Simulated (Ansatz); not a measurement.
**Aluminium, hcp under revPBE: structure, energy and stiffness**

Aim: take aluminium in the hcp structure, relax it, solve it on a dense k-mesh, then scale the cell to 7 volumes from 88 to 112 % of the relaxed one and try a fit of the equation of state. Spin polarisation is left out. The k-meshes are 13×13×7 for the relaxation; 20×20×11 for the dense run; 14×14×8 for the volumes.

This is Al in the hcp structure; at room conditions it is fcc.

Computed with Ansatz 0.2.0 (DFT revPBE, plane waves (420 eV) with PAW, scalar-relativistic; PAW files made under PBE, frozen cores solved again for the functional, unless a step says otherwise).

## 1. The starting structure

The structure is hexagonal, space group P6_3/mmc (No. 194). The conventional cell has a = 2.863 Å, b = 2.863 Å, c = 4.676 Å, α = 90.00°, β = 90.00°, γ = 120.00°. Around Al (site symmetry -6m2) lie 12 Al at 2.86 Å.

Structure file:

```
CELL_PARAMETERS angstrom
2.86348 0.00000 0.00000
-1.43174 2.47985 0.00000
0.00000 0.00000 4.67607
ATOMIC_POSITIONS crystal
Al 0.33333 0.66667 0.25000
Al 0.66667 0.33333 0.75000
```

## 2. Relaxing cell and atoms

Input file input.yaml:

```yaml
crystal:
  lattice:
    - [2.863481482, 0.0, 0.0]
    - [-1.431740741, 2.4798477067, 0.0]
    - [0.0, 0.0, 4.6760652602]
  atoms:
    - { symbol: Al, position: [0.3333333333, 0.6666666667, 0.25] }
    - { symbol: Al, position: [0.6666666667, 0.3333333333, 0.75] }
hamiltonian:
  xc: revpbe
  pseudopotentials:
    kind: paw
    azcp:
      Al: "pseudopotentials/Al.paw.azcp"
basis:
  ecutwfc: 420
  fft_grid_basis: typed
kpoints:
  mp_grid: { grid: [13, 13, 7], shift: [0, 0, 0] }
magnetization:
  spin_polarized: false
scf:
  occupations: { method: fermi_dirac, width: 0.1 }
relax:
  max_steps: 60
  f_tol: 0.01
  cell: {}
output:
  write_density: true
  write_potential: true
  elf: true
  volumetric_format: npy
```

Further steps of the session: Dense single point; The cell scaled to 88 % of its volume; The cell scaled to 92 % of its volume; The cell scaled to 96 % of its volume; The cell scaled to 100 % of its volume; The cell scaled to 104 % of its volume; The cell scaled to 108 % of its volume; The cell scaled to 112 % of its volume.

**Question.** What will these runs give? Wanted: space group; conventional cell; volume; shortest distance; gap on the mesh; relative to fcc; V₀, B₀, B₀′.

The runs gave:

| quantity | value |
| --- | --- |
| space group (spins left aside) | P6_3/mmc (No. 194) |
| conventional cell | a = 2.893 Å, c = 4.653 Å (c/a = 1.609) |
| volume | 16.860 Å³/atom |
| shortest distance | 2.864 Å |
| gap on the mesh | none (levels filled in part) |
| relative to fcc | +36 meV/atom |
| V₀, B₀, B₀′ | 16.857 Å³/atom, 73 GPa, 4.5 |

In words: The relaxation enlarged the cell by 1.6 % in volume. Against the reference form of aluminium (fcc, computed apart with the same settings) it stands 36 meV/atom higher. No gap shows: it is a metal or semimetal at this level. The fitted modulus is 73 GPa; letting shape and positions relax at each volume could only lower it. The symmetry was held, so the structure may be unstable against distortions that break it.
